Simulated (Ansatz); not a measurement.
# Tin, alpha-Sn (diamond) under revPBE: ground state and equation of state, part 2 of 2

What does revPBE give for tin in the alpha-Sn (diamond) structure? We relax it, solve it on a dense k-mesh, switch on spin-orbit coupling, then scale the cell to 7 volumes from 88 to 112 % of the relaxed one and try a fit of the equation of state. The k-meshes are 9×9×9 for the relaxation; 13×13×13 for the dense run; 8×8×8 for spin-orbit coupling; 13×13×13 for the volumes. It starts from a deposited cell (COD).

Ansatz 0.2.0; DFT, revPBE, plane waves (420 eV) with PAW, scalar-relativistic. Earlier steps stand in the parts before.

**6. At 92 % of the relaxed volume**

File input.yaml:

```yaml
crystal:
  lattice:
    - [0.0, 3.2644506677, 3.2644506677]
    - [3.2644506677, 0.0, 3.2644506677]
    - [3.2644506677, 3.2644506677, 0.0]
  atoms:
    - { symbol: Sn, position: [0.5, 0.5, 0.5] }
    - { symbol: Sn, position: [0.75, 0.75, 0.75] }
hamiltonian:
  xc: revpbe
  pseudopotentials:
    kind: paw
    azcp:
      Sn: "pseudopotentials/Sn.paw.azcp"
basis:
  ecutwfc: 420
  fft_grid_basis: typed
kpoints:
  mp_grid: { grid: [13, 13, 13], shift: [0, 0, 0] }
magnetization:
  spin_polarized: false
scf:
  occupations: { method: fermi_dirac, width: 0.1 }
output:
  stress: true
```

Standard output, shortened:

```text
[...]
Pseudopotentials: kind: paw
Pseudopotential: Sn, paw, valence charge 14, recommended cutoff 420 eV (normal), <dir>
Functional definition: revPBE
[...]
Crystal: 2 atoms, lattice volume = 69.576 Å³
Basis set: ecut = 420 eV, 1363 PW (Γ)
Bands: 18, of which v1, the nominal top of the filled ones, is band 14 counted from 1 (13 counted from 0)
Symmetry: 48 space group operations
Space group: Fd-3m (ITA 227), of the structure as read, at distance tolerance 4.1e-5 Å
k-points: 84 of 2197
[...]
SCF iter   1: F=—  HF=-12060.600371 eV  |F-HF|=—  |Δ(HF+E_count)|=         —  Δρ=1.93e-3  dr2=1.15e-3  ethr=1.77e-3  ⟨swp⟩=5.9  Hψ=7933  notcnv=0
[...]
SCF iter   6: F=-12060.599359 eV  HF=-12060.599359 eV  |F-HF|=1.14e-7  |Δ(HF+E_count)|=   2.70e-6  Δρ=7.43e-6  dr2=4.01e-8  ethr=3.57e-10  ⟨swp⟩=3.4  Hψ=6358  notcnv=0
[...]
SCF converged after 6 iterations
Free energy (F): -12060.599359 eV
[...]
E sigma→0 (E₀):  -12060.597110 eV
Entropy (-TS):   -0.004497 eV (-2.249 meV/atom)
Fermi energy:    7.751033 eV
[...]
--- Stress (GPa, compression-positive) ---
        3.332713      -0.000000       0.000000
       -0.000000       3.332713       0.000000
        0.000000      -0.000000       3.332713
  P = ⅓ Tr σ = 3.3327 GPa (33.327 kbar)
```

Wall time 5.8 s (1 thread of an x86-64 CPU, shared host); peak memory 0.59 GiB.

**7. At 96 % of the relaxed volume**

input.yaml: that of step 6 with these lines changed.

```diff
@@ -2,5 +2,5 @@
   lattice:
-    - [0.0, 3.2644506677, 3.2644506677]
-    - [3.2644506677, 0.0, 3.2644506677]
-    - [3.2644506677, 3.2644506677, 0.0]
+    - [0.0, 3.3110919788, 3.3110919788]
+    - [3.3110919788, 0.0, 3.3110919788]
+    - [3.3110919788, 3.3110919788, 0.0]
   atoms:
```

Standard output, shortened:

```text
[...]
[... 3 set-up lines as earlier in the session ...]
[...]
Crystal: 2 atoms, lattice volume = 72.601 Å³
Basis set: ecut = 420 eV, 1411 PW (Γ)
Bands: 18, of which v1, the nominal top of the filled ones, is band 14 counted from 1 (13 counted from 0)
[... 2 set-up lines as earlier in the session ...]
k-points: 84 of 2197
[...]
SCF iter   1: F=—  HF=-12060.644800 eV  |F-HF|=—  |Δ(HF+E_count)|=         —  Δρ=1.94e-3  dr2=1.25e-3  ethr=1.77e-3  ⟨swp⟩=6.0  Hψ=7891  notcnv=0
[...]
SCF iter   6: F=-12060.643911 eV  HF=-12060.643911 eV  |F-HF|=2.17e-7  |Δ(HF+E_count)|=   5.09e-6  Δρ=8.14e-6  dr2=5.07e-8  ethr=3.57e-10  ⟨swp⟩=3.7  Hψ=6416  notcnv=0
[...]
SCF converged after 6 iterations
Free energy (F): -12060.643911 eV
[...]
E sigma→0 (E₀):  -12060.641189 eV
Entropy (-TS):   -0.005444 eV (-2.722 meV/atom)
Fermi energy:    7.208028 eV
[...]
--- Stress (GPa, compression-positive) ---
        1.459290      -0.000000       0.000000
       -0.000000       1.459290       0.000000
       -0.000000      -0.000000       1.459290
  P = ⅓ Tr σ = 1.4593 GPa (14.593 kbar)
```

Run time: 7.1 s. Hardware: 1 thread of an x86-64 CPU, shared host; peak memory 0.57 GiB.

**8. At 100 % of the relaxed volume**

input.yaml: that of step 7 with these lines changed.

```diff
@@ -2,5 +2,5 @@
   lattice:
-    - [0.0, 3.3110919788, 3.3110919788]
-    - [3.3110919788, 0.0, 3.3110919788]
-    - [3.3110919788, 3.3110919788, 0.0]
+    - [0.0, 3.3564550401, 3.3564550401]
+    - [3.3564550401, 0.0, 3.3564550401]
+    - [3.3564550401, 3.3564550401, 0.0]
   atoms:
```

Standard output, shortened:

```text
[...]
[... 3 set-up lines as earlier in the session ...]
[...]
Crystal: 2 atoms, lattice volume = 75.626 Å³
Basis set: ecut = 420 eV, 1459 PW (Γ)
Bands: 18, of which v1, the nominal top of the filled ones, is band 14 counted from 1 (13 counted from 0)
[... 2 set-up lines as earlier in the session ...]
k-points: 84 of 2197
[...]
SCF iter   1: F=—  HF=-12060.657728 eV  |F-HF|=—  |Δ(HF+E_count)|=         —  Δρ=1.96e-3  dr2=1.34e-3  ethr=1.77e-3  ⟨swp⟩=6.0  Hψ=7861  notcnv=0
[...]
SCF iter   6: F=-12060.656970 eV  HF=-12060.656970 eV  |F-HF|=2.81e-7  |Δ(HF+E_count)|=   7.11e-6  Δρ=8.45e-6  dr2=5.57e-8  ethr=3.57e-10  ⟨swp⟩=3.9  Hψ=6585  notcnv=0
[...]
SCF converged after 6 iterations
Free energy (F): -12060.656970 eV
[...]
E sigma→0 (E₀):  -12060.653737 eV
Entropy (-TS):   -0.006466 eV (-3.233 meV/atom)
Fermi energy:    6.713889 eV
[...]
--- Stress (GPa, compression-positive) ---
       -0.019403       0.000000      -0.000000
       -0.000000      -0.019403      -0.000000
       -0.000000      -0.000000      -0.019403
  P = ⅓ Tr σ = -0.0194 GPa (-0.194 kbar)
```

Run time: 8.2 s. Hardware: 1 thread of an x86-64 CPU, shared host; peak memory 0.58 GiB.

**9. At 104 % of the relaxed volume**

input.yaml: that of step 8 with these lines changed.

```diff
@@ -2,5 +2,5 @@
   lattice:
-    - [0.0, 3.3564550401, 3.3564550401]
-    - [3.3564550401, 0.0, 3.3564550401]
-    - [3.3564550401, 3.3564550401, 0.0]
+    - [0.0, 3.4006239874, 3.4006239874]
+    - [3.4006239874, 0.0, 3.4006239874]
+    - [3.4006239874, 3.4006239874, 0.0]
   atoms:
```

Standard output, shortened:

```text
[...]
[... 3 set-up lines as earlier in the session ...]
[...]
Crystal: 2 atoms, lattice volume = 78.651 Å³
Basis set: ecut = 420 eV, 1471 PW (Γ)
Bands: 18, of which v1, the nominal top of the filled ones, is band 14 counted from 1 (13 counted from 0)
[... 1 set-up line as earlier in the session ...]
Space group: Fd-3m (ITA 227), of the structure as read, at distance tolerance 4.3e-5 Å
k-points: 84 of 2197
[...]
SCF iter   1: F=—  HF=-12060.645774 eV  |F-HF|=—  |Δ(HF+E_count)|=         —  Δρ=1.98e-3  dr2=1.41e-3  ethr=1.77e-3  ⟨swp⟩=6.0  Hψ=7789  notcnv=0
[...]
SCF iter   6: F=-12060.645136 eV  HF=-12060.645136 eV  |F-HF|=2.97e-7  |Δ(HF+E_count)|=   8.21e-6  Δρ=8.77e-6  dr2=6.02e-8  ethr=3.57e-10  ⟨swp⟩=3.9  Hψ=6710  notcnv=0
[...]
SCF converged after 6 iterations
Free energy (F): -12060.645136 eV
[...]
E sigma→0 (E₀):  -12060.641341 eV
Entropy (-TS):   -0.007591 eV (-3.796 meV/atom)
Fermi energy:    6.262428 eV
[...]
--- Stress (GPa, compression-positive) ---
       -1.187576      -0.000000      -0.000000
       -0.000000      -1.187576      -0.000000
        0.000000      -0.000000      -1.187576
  P = ⅓ Tr σ = -1.1876 GPa (-11.876 kbar)
```

Wall time 10 s (1 thread of an x86-64 CPU, shared host); peak memory 0.6 GiB.

**10. At 108 % of the relaxed volume**

input.yaml: that of step 9 with these lines changed.

```diff
@@ -2,5 +2,5 @@
   lattice:
-    - [0.0, 3.4006239874, 3.4006239874]
-    - [3.4006239874, 0.0, 3.4006239874]
-    - [3.4006239874, 3.4006239874, 0.0]
+    - [0.0, 3.4436744308, 3.4436744308]
+    - [3.4436744308, 0.0, 3.4436744308]
+    - [3.4436744308, 3.4436744308, 0.0]
   atoms:
```

Standard output, shortened:

```text
[...]
[... 3 set-up lines as earlier in the session ...]
[...]
Crystal: 2 atoms, lattice volume = 81.676 Å³
Basis set: ecut = 420 eV, 1639 PW (Γ)
Bands: 18, of which v1, the nominal top of the filled ones, is band 14 counted from 1 (13 counted from 0)
[... 2 set-up lines as earlier in the session ...]
k-points: 84 of 2197
[...]
SCF iter   1: F=—  HF=-12060.614167 eV  |F-HF|=—  |Δ(HF+E_count)|=         —  Δρ=1.98e-3  dr2=1.42e-3  ethr=1.77e-3  ⟨swp⟩=6.0  Hψ=7798  notcnv=0
[...]
SCF iter   6: F=-12060.613680 eV  HF=-12060.613680 eV  |F-HF|=2.63e-7  |Δ(HF+E_count)|=   8.17e-6  Δρ=8.81e-6  dr2=5.99e-8  ethr=3.57e-10  ⟨swp⟩=3.9  Hψ=6678  notcnv=0
[...]
SCF converged after 6 iterations
Free energy (F): -12060.613680 eV
[...]
E sigma→0 (E₀):  -12060.609256 eV
Entropy (-TS):   -0.008847 eV (-4.424 meV/atom)
Fermi energy:    5.848219 eV
[...]
--- Stress (GPa, compression-positive) ---
       -2.109135       0.000000      -0.000000
        0.000000      -2.109135      -0.000000
       -0.000000       0.000000      -2.109135
  P = ⅓ Tr σ = -2.1091 GPa (-21.091 kbar)
```

Run time: 7.2 s. Hardware: 1 thread of an x86-64 CPU, shared host; peak memory 0.59 GiB.

**11. At 112 % of the relaxed volume**

input.yaml: that of step 10 with these lines changed.

```diff
@@ -2,5 +2,5 @@
   lattice:
-    - [0.0, 3.4436744308, 3.4436744308]
-    - [3.4436744308, 0.0, 3.4436744308]
-    - [3.4436744308, 3.4436744308, 0.0]
+    - [0.0, 3.4856745998, 3.4856745998]
+    - [3.4856745998, 0.0, 3.4856745998]
+    - [3.4856745998, 3.4856745998, 0.0]
   atoms:
```

Standard output, shortened:

```text
[...]
[... 3 set-up lines as earlier in the session ...]
[...]
Crystal: 2 atoms, lattice volume = 84.701 Å³
Basis set: ecut = 420 eV, 1639 PW (Γ)
Bands: 18, of which v1, the nominal top of the filled ones, is band 14 counted from 1 (13 counted from 0)
[... 1 set-up line as earlier in the session ...]
Space group: Fd-3m (ITA 227), of the structure as read, at distance tolerance 4.4e-5 Å
k-points: 84 of 2197
[...]
SCF iter   1: F=—  HF=-12060.567112 eV  |F-HF|=—  |Δ(HF+E_count)|=         —  Δρ=1.91e-3  dr2=1.35e-3  ethr=1.77e-3  ⟨swp⟩=6.0  Hψ=7788  notcnv=0
[...]
SCF iter   6: F=-12060.566747 eV  HF=-12060.566747 eV  |F-HF|=2.62e-9  |Δ(HF+E_count)|=   9.67e-7  Δρ=2.88e-6  dr2=4.80e-9  ethr=3.06e-10  ⟨swp⟩=2.9  Hψ=6219  notcnv=0
[...]
SCF converged after 6 iterations
Free energy (F): -12060.566747 eV
[...]
E sigma→0 (E₀):  -12060.561624 eV
Entropy (-TS):   -0.010247 eV (-5.124 meV/atom)
Fermi energy:    5.466609 eV
[...]
--- Stress (GPa, compression-positive) ---
       -2.834450      -0.000000       0.000000
       -0.000000      -2.834450       0.000000
        0.000000       0.000000      -2.834450
  P = ⅓ Tr σ = -2.8345 GPa (-28.345 kbar)
```

It took 7.6 s on 1 thread of an x86-64 CPU, shared host; peak memory 0.63 GiB.

**12. Energy and pressure against volume**

The cell was scaled evenly, with its shape and the fractional positions fixed.

| V (Å³/atom) | E − E₀ (meV/atom) | P from the stress (GPa) | P from the fit (GPa) |
| --- | --- | --- | --- |
| 33.276 | 70.3 | 5.71 | 5.69 |
| 34.788 | 28.3 | 3.33 | 3.31 |
| 36.301 | 6.3 | 1.46 | 1.43 |
| 37.813 | 0.0 | -0.02 | -0.05 |
| 39.326 | 6.2 | -1.19 | -1.22 |
| 40.838 | 22.2 | -2.11 | -2.14 |
| 42.351 | 46.1 | -2.83 | -2.87 |

Fit (Birch-Murnaghan, third order): V₀ = 37.759 Å³/atom, B₀ = 33 GPa, B₀′ = 4.9, largest residual 0.01 meV/atom.

**13. Summary of results**

This closing draws on all 2 parts.

| quantity | value |
| --- | --- |
| space group (spins left aside) | Fd-3m (No. 227) |
| conventional cell | a = 6.713 Å |
| volume | 37.813 Å³/atom |
| shortest distance | 2.907 Å |
| against the deposited volume | +10.6 % (34.189 Å³/atom) |
| gap on the mesh | none (levels filled in part) |
| V₀, B₀, B₀′ | 37.759 Å³/atom, 33 GPa, 4.9 |

**Reading.** revPBE puts the volume 10.6 % above the deposited one. Cells that are too large are usual for this functional. Levels at the Fermi energy are filled in part, as in a metal. Totals with and without spin-orbit coupling (-2.1 eV/atom apart) can't be read as binding, since the two-component data shift the zero of energy. B₀ comes out at 33 GPa.
